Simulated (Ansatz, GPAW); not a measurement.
One calculation of Mo, 3 ways

```xyz
1
Lattice="-1.5838 1.5838 1.5838 1.5838 -1.5838 1.5838 1.5838 1.5838 -1.5838" Properties=species:S:1:pos:R:3 pbc="T T T"
Mo    0.0000    0.0000    0.0000
```

Alike in all runs: task single point; functional PBE; k mesh 12 × 12 × 12; occupations gaussian, width 0.1 eV; no spin polarisation; no spin-orbit coupling. Pressure is positive in compression and, in plane waves, holds the error of the finite cutoff, which Ansatz's Pulay term estimates and takes out.

```tsv
program and potentials	plane-wave cutoff (eV)	notes	band gap (eV)	pressure (GPa)
Ansatz, Ansatz PAW	420	Pulay term of +0.05 GPa included	no gap	-1.86
Ansatz, all-electron LAPW, scalar-relativistic	-	-	no gap	-1.87
GPAW, GPAW PAW data sets (gpaw-data 1.2.1)	600	-	no gap	-2.23
```

None finds a gap. The pressure spans -2.23 (GPAW, GPAW PAW data sets (gpaw-data 1.2.1)) to -1.86 GPa (Ansatz, Ansatz PAW), with all-electron results at -1.87.

Differences between rows come from potentials, basis sets and numerical settings, since the functional is the same but for its coding. Runs on potential files found faulty are left out.
